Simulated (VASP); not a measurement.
SnO: density of states with PBEsol

SnO:

```
CELL_PARAMETERS angstrom
3.13193 0.00000 0.00000
0.00000 3.13193 0.00000
0.00000 0.00000 3.13193
ATOMIC_POSITIONS crystal
Sn 0.00000 0.00000 0.00000
O 0.50000 0.50000 0.50000
```

The cell was built by a generator and needn't be a form met in nature.

```json
{
  "Program": "VASP 6.6.1",
  "Task": "density of states",
  "Functional": "PBEsol",
  "Potentials or basis": "VASP PAW PBE potentials, release 64 (Sn_d, O)",
  "Cutoff": "520 eV",
  "k mesh": "9 × 9 × 9",
  "Occupations": "gaussian, width 0.02 eV",
  "Spin": "no spin polarisation",
  "k mesh for the DOS": "14 × 14 × 14",
  "Occupations for the DOS": "tetrahedron",
  "Further INCAR settings": "ALGO = Normal; EDIFF = 1e-06; NBANDS = 17"
}
```

* Valence electrons inside the program's atomic spheres: Sn 12.01; O 4.83

Levels at points of the mesh, in eV from the valence-band top:
| k point | band 7 | band 8 | band 9 | band 10 | band 11 | band 12 | band 13 | band 14 |
| --- | --- | --- | --- | --- | --- | --- | --- | --- |
| (0.00, 0.00, 0.00) | -7.40 | -2.36 | -2.36 | -2.36 | 7.98 | 7.98 | 7.98 | 8.02 |
| (0.50, 0.00, 0.00) | -8.75 | -1.62 | -1.62 | -1.02 | 0.53 | 7.12 | 7.12 | 11.03 |
| (0.50, 0.50, 0.00) | -5.32 | -5.32 | -4.73 | -1.48 | 3.49 | 3.49 | 8.58 | 9.84 |
| (0.50, 0.50, 0.50) | -3.16 | -3.16 | -3.16 | -1.35 | 0.03 | 0.03 | 0.03 | 12.28 |

States per cell in windows of 1 eV (zero at the valence-band top; states under -8 eV left out):
| from (eV) | total | O2_p | Sn1_p | Sn1_s | Sn1_d | O2_s | O2_d |
| --- | --- | --- | --- | --- | --- | --- | --- |
| -8.0 | 1.04 | 0.10 | 0.04 | 0.50 | 0.01 | 0.05 | 0.00 |
| -7.0 | 0.36 | 0.05 | 0.03 | 0.14 | 0.00 | 0.00 | 0.00 |
| -6.0 | 0.23 | 0.06 | 0.03 | 0.05 | 0.00 | 0.00 | 0.00 |
| -5.0 | 0.83 | 0.30 | 0.15 | 0.02 | 0.01 | 0.01 | 0.00 |
| -4.0 | 1.12 | 0.46 | 0.15 | 0.05 | 0.02 | 0.01 | 0.00 |
| -3.0 | 1.62 | 0.85 | 0.09 | 0.12 | 0.03 | 0.01 | 0.00 |
| -2.0 | 1.51 | 0.87 | 0.04 | 0.17 | 0.02 | 0.00 | 0.00 |
| -1.0 | 0.95 | 0.51 | 0.04 | 0.17 | 0.01 | 0.01 | 0.00 |
| 0.0 | 0.19 | 0.04 | 0.07 | 0.01 | 0.00 | 0.00 | 0.00 |
| 1.0 | 0.68 | 0.16 | 0.26 | 0.02 | 0.01 | 0.01 | 0.00 |
| 2.0 | 1.26 | 0.30 | 0.50 | 0.02 | 0.03 | 0.02 | 0.00 |
| 3.0 | 0.87 | 0.21 | 0.36 | 0.02 | 0.03 | 0.00 | 0.00 |
| 4.0 | 0.62 | 0.11 | 0.27 | 0.02 | 0.04 | 0.00 | 0.00 |
| 5.0 | 0.59 | 0.07 | 0.28 | 0.03 | 0.03 | 0.00 | 0.00 |
| 6.0 | 0.62 | 0.06 | 0.33 | 0.03 | 0.03 | 0.00 | 0.00 |
| 7.0 | 0.98 | 0.07 | 0.59 | 0.02 | 0.02 | 0.00 | 0.00 |

Wall time 24 s on 1 thread of Intel(R) Xeon(R) 6975P-C (Granite Rapids), on a shared host, peak memory 0.17 GiB.
